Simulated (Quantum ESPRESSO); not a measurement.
# InP (F-43m) in Quantum ESPRESSO: a series of runs, part 2 of 5

Quantum ESPRESSO 7.5. Earlier steps stand in the parts before.

## (3) Phonons, LDA, target pressure 10 GPa, at which the enthalpy is minimised

File pw.in:

```
&CONTROL
  calculation = 'scf'
  prefix = 'pwscf'
  outdir = './tmp'
  pseudo_dir = './pseudo'
  tprnfor = .true.
  tstress = .true.
  disk_io = 'low'
/
&SYSTEM
  ibrav = 0
  nat = 2
  ntyp = 2
  ecutwfc = 56
  ecutrho = 448
  nbnd = 15
  occupations = 'smearing'
  smearing = 'fd'
  degauss = 0.00367493
/
&ELECTRONS
  conv_thr = 4d-10
  electron_maxstep = 120
  mixing_beta = 0.5
/
ATOMIC_SPECIES
In   114.8180 in_lda_v1.4.uspp.F.UPF
P     30.9738 p_lda_v1.5.uspp.F.UPF
CELL_PARAMETERS bohr
   0.0000000000    5.5378424082    5.5378424082
   5.5378424082    0.0000000000    5.5378424082
   5.5378424082    5.5378424082    0.0000000000
ATOMIC_POSITIONS bohr
In     0.0000000000    0.0000000000    0.0000000000
P      8.3067636123    8.3067636123    8.3067636123
K_POINTS automatic
4 4 4 1 1 1
```

File relax.in:

```
&CONTROL
  calculation = 'vc-relax'
  prefix = 'pwscf'
  outdir = './tmp'
  pseudo_dir = './pseudo'
  tprnfor = .true.
  tstress = .true.
  disk_io = 'low'
  nstep = 40
  forc_conv_thr = 0.0001
  etot_conv_thr = 1d-06
/
&SYSTEM
  ibrav = 0
  nat = 2
  ntyp = 2
  ecutwfc = 56
  ecutrho = 448
  nbnd = 15
  occupations = 'smearing'
  smearing = 'fd'
  degauss = 0.00367493
/
&ELECTRONS
  conv_thr = 4d-10
  electron_maxstep = 120
  mixing_beta = 0.5
/
&IONS
  ion_dynamics = 'bfgs'
/
&CELL
  cell_dynamics = 'bfgs'
  press = 100
  press_conv_thr = 0.2
/
ATOMIC_SPECIES
In   114.8180 in_lda_v1.4.uspp.F.UPF
P     30.9738 p_lda_v1.5.uspp.F.UPF
CELL_PARAMETERS bohr
   0.0000000000    5.5378424082    5.5378424082
   5.5378424082    0.0000000000    5.5378424082
   5.5378424082    5.5378424082    0.0000000000
ATOMIC_POSITIONS bohr
In     0.0000000000    0.0000000000    0.0000000000
P      8.3067636123    8.3067636123    8.3067636123
K_POINTS automatic
4 4 4 1 1 1
```

File gamma.in:

```
&CONTROL
  calculation = 'bands'
  prefix = 'pwscf'
  outdir = './tmp'
  pseudo_dir = './pseudo'
  disk_io = 'low'
  verbosity = 'high'
/
&SYSTEM
  ibrav = 0
  nat = 2
  ntyp = 2
  ecutwfc = 56
  ecutrho = 448
  nbnd = 15
  occupations = 'smearing'
  smearing = 'fd'
  degauss = 0.00367493
/
&ELECTRONS
  conv_thr = 1d-08
  electron_maxstep = 120
  mixing_beta = 0.5
  diago_full_acc = .true.
  startingwfc = 'random'
/
ATOMIC_SPECIES
In   114.8180 in_lda_v1.4.uspp.F.UPF
P     30.9738 p_lda_v1.5.uspp.F.UPF
CELL_PARAMETERS bohr
   0.0000000000    5.2978755469    5.2978755469
   5.2978755469    0.0000000000    5.2978755469
   5.2978755469    5.2978755469    0.0000000000
ATOMIC_POSITIONS bohr
In     0.0000000000    0.0000000000    0.0000000000
P      7.9468133203    7.9468133203    7.9468133203
K_POINTS crystal
1
0.0 0.0 0.0 1
```

File scf2.in:

```
&CONTROL
  calculation = 'scf'
  prefix = 'pwscf'
  outdir = './tmp'
  pseudo_dir = './pseudo'
  tprnfor = .true.
  tstress = .true.
  disk_io = 'low'
/
&SYSTEM
  ibrav = 0
  nat = 2
  ntyp = 2
  ecutwfc = 56
  ecutrho = 448
  nbnd = 15
  occupations = 'fixed'
/
&ELECTRONS
  conv_thr = 1d-13
  electron_maxstep = 120
  mixing_beta = 0.5
  startingpot = 'file'
/
ATOMIC_SPECIES
In   114.8180 in_lda_v1.4.uspp.F.UPF
P     30.9738 p_lda_v1.5.uspp.F.UPF
CELL_PARAMETERS bohr
   0.0000000000    5.2978755469    5.2978755469
   5.2978755469    0.0000000000    5.2978755469
   5.2978755469    5.2978755469    0.0000000000
ATOMIC_POSITIONS bohr
In     0.0000000000    0.0000000000    0.0000000000
P      7.9468133203    7.9468133203    7.9468133203
K_POINTS automatic
4 4 4 1 1 1
```

File ph.in:

```
phonons of InP
&INPUTPH
  prefix = 'pwscf'
  outdir = './tmp'
  tr2_ph = 1d-18
  fildyn = 'dyn'
  niter_ph = 90
  alpha_mix(1) = 0.7
  epsil = True
/
0.0000000000 0.0000000000 0.0000000000
```

File dynmat.in:

```
&INPUT
  fildyn = 'dyn'
  asr = 'crystal'
  lperm = .true.
  filout = 'dynmat.disp'
  fileig = 'dynmat.eig'
/
```

File dynmat_lo.in:

```
&INPUT
  fildyn = 'dyn'
  asr = 'crystal'
  filout = 'dynmat_lo.disp'
  fileig = 'dynmat_lo.eig'
  q(1) = 0
  q(2) = 0
  q(3) = 1
/
```

Potentials or basis: GBRV 1.5 LDA.

Command:

```bash
> OMP_NUM_THREADS=1 pw.x -in pw.in > pw.out
> OMP_NUM_THREADS=1 pw.x -in relax.in > relax.out
> OMP_NUM_THREADS=1 pw.x -in gamma.in > gamma.out
> OMP_NUM_THREADS=1 pw.x -in scf2.in > scf2.out
> OMP_NUM_THREADS=1 ph.x -in ph.in > ph.out
> OMP_NUM_THREADS=1 dynmat.x -in dynmat.in > dynmat.out
> OMP_NUM_THREADS=1 dynmat.x -in dynmat_lo.in > dynmat_lo.out
```

pw.out:

```text
This program is part of the open-source Quantum ESPRESSO suite
     for quantum simulation of materials; please cite
[... 9 lines left out ...]
     --------------------
     sticks:   dense  smooth     PW     G-vecs:    dense   smooth      PW
     Sum        1891     955    283                54313    19339    3143

     Using Slab Decomposition

     bravais-lattice index     =            0
     lattice parameter (alat)  =       7.8317  a.u.
     unit-cell volume          =     339.6658 (a.u.)^3
     number of atoms/cell      =            2
     number of atomic types    =            2
     number of electrons       =        18.00
     number of Kohn-Sham states=           15
     kinetic-energy cutoff     =      56.0000  Ry
     charge density cutoff     =     448.0000  Ry
     scf convergence threshold =      4.0E-10
     mixing beta               =       0.5000
     number of iterations used =            8  plain     mixing
     Exchange-correlation=  SLA  PZ   NOGX NOGC
                           (   1   1   0   0   0   0   0)

     celldm(1)=   7.831692  celldm(2)=   0.000000  celldm(3)=   0.000000
     celldm(4)=   0.000000  celldm(5)=   0.000000  celldm(6)=   0.000000

     crystal axes: (cart. coord. in units of alat)
               a(1) = (   0.000000   0.707107   0.707107 )
               a(2) = (   0.707107   0.000000   0.707107 )
               a(3) = (   0.707107   0.707107   0.000000 )

[... 72 lines left out ...]

     total energy              =    -147.72528583 Ry
     estimated scf accuracy    <       2.66376562 Ry
[... 50 lines left out ...]
     iteration #  9     ecut=    56.00 Ry     beta= 0.50
     Davidson diagonalization with overlap
     ethr =  1.41E-10,  avg # of iterations =  3.7

     End of self-consistent calculation

          k = 0.0884 0.0884 0.0884 (  2400 PWs)   bands (ev):

    -7.4443  -7.4172  -7.4172  -7.2698  -7.2698  -4.6583   5.1144   6.5414
     6.5414   8.1954  10.8183  10.9575  10.9575  15.4863  15.4863

          k = 0.2652 0.2652-0.0884 (  2409 PWs)   bands (ev):

    -7.5130  -7.3912  -7.3883  -7.2729  -7.2611  -3.7928   2.5788   4.9681
     6.1105   9.0629  11.3609  11.5384  12.0845  14.6496  16.2196

          k =-0.2652-0.2652 0.4419 (  2410 PWs)   bands (ev):
[... 16 lines left out ...]
    -7.5776  -7.3613  -7.3331  -7.2932  -7.2517  -2.4793   1.0742   3.5469
     4.4240   9.7687  11.0030  12.4177  14.0618  15.4117  17.6987

          k = 0.0884-0.2652 0.4419 (  2404 PWs)   bands (ev):

    -7.5508  -7.3763  -7.3602  -7.2819  -7.2542  -3.1060   1.6312   4.1198
     5.2453   9.7845  10.7937  11.8666  13.2977  15.2278  17.3882

          k =-0.6187 0.0884 0.0884 (  2401 PWs)   bands (ev):

    -7.5988  -7.3342  -7.3264  -7.3121  -7.2392  -2.5490   1.0868   4.0098
     4.5237   8.6683   9.5336  14.3793  14.9439  16.0985  17.5097

          k = 0.2652 0.2652 0.2652 (  2421 PWs)   bands (ev):
[... 6 lines left out ...]
    -7.5610  -7.3704  -7.3540  -7.2769  -7.2600  -2.7165   1.1602   3.5779
     5.2172   9.3251  11.4930  12.8509  13.3870  15.1658  15.8675

     the Fermi energy is     7.3420 ev

!    total energy              =    -148.70722211 Ry
     estimated scf accuracy    <          1.9E-10 Ry
     smearing contrib. (-TS)   =      -0.00000000 Ry
     internal energy E=F+TS    =    -148.70722210 Ry

     The total energy is F=E-TS. E is the sum of the following terms:
     one-electron contribution =     -55.84954650 Ry
     hartree contribution      =      40.00222791 Ry
     xc contribution           =     -43.13949932 Ry
     ewald contribution        =     -89.72040420 Ry

     convergence has been achieved in   9 iterations

     Forces acting on atoms (cartesian axes, Ry/au):

     atom    1 type  1   force =     0.00000000    0.00000000    0.00000000
     atom    2 type  2   force =     0.00000000    0.00000000    0.00000000

     Total force =     0.000000     Total SCF correction =     0.000000

     Computing stress (Cartesian axis) and pressure

          total   stress  (Ry/bohr**3)                   (kbar)     P=      -13.70
  -0.00009314   0.00000000   0.00000000          -13.70        0.00        0.00
   0.00000000  -0.00009314  -0.00000000            0.00      -13.70       -0.00
   0.00000000   0.00000000  -0.00009314            0.00        0.00      -13.70

=------------------------------------------------------------------------------=
   JOB DONE.
=------------------------------------------------------------------------------=
```

gamma.out:

```text
This program is part of the open-source Quantum ESPRESSO suite
     for quantum simulation of materials; please cite
         "P. Giannozzi et al., J. Phys.:Condens. Matter 21 395502 (2009);
         "P. Giannozzi et al., J. Phys.:Condens. Matter 29 465901 (2017);
         "P. Giannozzi et al., J. Chem. Phys. 152 154105 (2020);
     in publications or presentations arising from this work. More details at
[... 350 lines left out ...]

          k = 0.0000 0.0000 0.0000 (  2085 PWs)   bands (ev):

    -5.9691  -5.9691  -5.9691  -5.7350  -5.7350  -4.0201   8.5654   8.5654
     8.5654   9.7175  12.4589  12.4589  12.4589  17.4438  18.1867

=------------------------------------------------------------------------------=
   JOB DONE.
=------------------------------------------------------------------------------=
```

It took 4.3 min on 1 thread of Arm Neoverse V2, shared host; peak memory 0.23 GiB.

Results:

| Quantity | Value |
| --- | --- |
| Free energy | -2023.1090 eV |
| Relaxed volume | 22.03 Å³/atom |
| Relaxed cell | a = 3.965 Å, b = 3.965 Å, c = 3.965 Å, α = 60.00°, β = 60.00°, γ = 60.00° |
| Space group after relaxing (to 0.05 Å) | F-43m (No. 216) |
| Pressure after relaxing | 10.5 GPa |
| Electronic dielectric tensor (diagonal) | 10.96 |
| Born charges (mean of the diagonal) | In +2.30; P -2.39 e |
| Highest phonon frequency at Γ, LO-TO splitting left out | 351 cm⁻¹ |
| Static dielectric tensor (diagonal) | 13.00 |

The path:
```tsv
step	energy change (eV)	largest force (eV/Å)	pressure (GPa)	volume (Å³)
1	0.0000	0.0000	-1.37	50.33
2	0.0113	0.0000	2.84	47.47
3	0.1895	0.0000	11.81	43.39
4	0.1378	0.0000	9.79	44.15
5	0.1429	0.0000	9.99	44.07
6	0.1430	0.0000	10.00	44.07
```

Final structure:
```
CELL_PARAMETERS angstrom
0.00000 2.80352 2.80352
2.80352 0.00000 2.80352
2.80352 2.80352 0.00000
ATOMIC_POSITIONS crystal
In 0.00000 0.00000 0.00000
P 0.75000 0.75000 0.75000
```

Phonon frequencies in cm⁻¹ (negative: imaginary):
```tsv
q point	frequencies
(0.000, 0.000, 0.000)	-8 -8 -8 351 351 351
```

Electronic dielectric tensor:
```
10.96  0.00  0.00
 0.00 10.96  0.00
 0.00  0.00 10.96
```

Born effective charge tensors (e):
atom 1, In
```
2.30 0.00 0.00
0.00 2.30 0.00
0.00 0.00 2.30
```
atom 2, P
```
-2.39  0.00  0.00
 0.00 -2.39  0.00
 0.00  0.00 -2.39
```

Optical modes at Γ, degenerate ones joined, polar ones without the macroscopic field:
```csv
cm⁻¹,components,symmetry,active in,"IR intensity, summed ((D/Å)²/amu)"
351,3,T2,IR and Raman,15.64
```

Zone-centre frequencies without and with the macroscopic field along z (cm⁻¹):
```tsv
	optical modes in rising order
without	351 351 351
with the field	351 351 382
```

Static dielectric tensor, electrons and zone-centre modes:
```
13.00  0.00  0.00
 0.00 13.00  0.00
 0.00  0.00 13.00
```

Caveat: the mesh is thin for the dielectric tensor, Born charges and intensities, which usually come out too large; the cell is more than 3 GPa from zero pressure, which shifts response properties; the Born charges break their sum rule by 0.09 e, a sign of too thin a mesh.

[end of part 2 of 5]
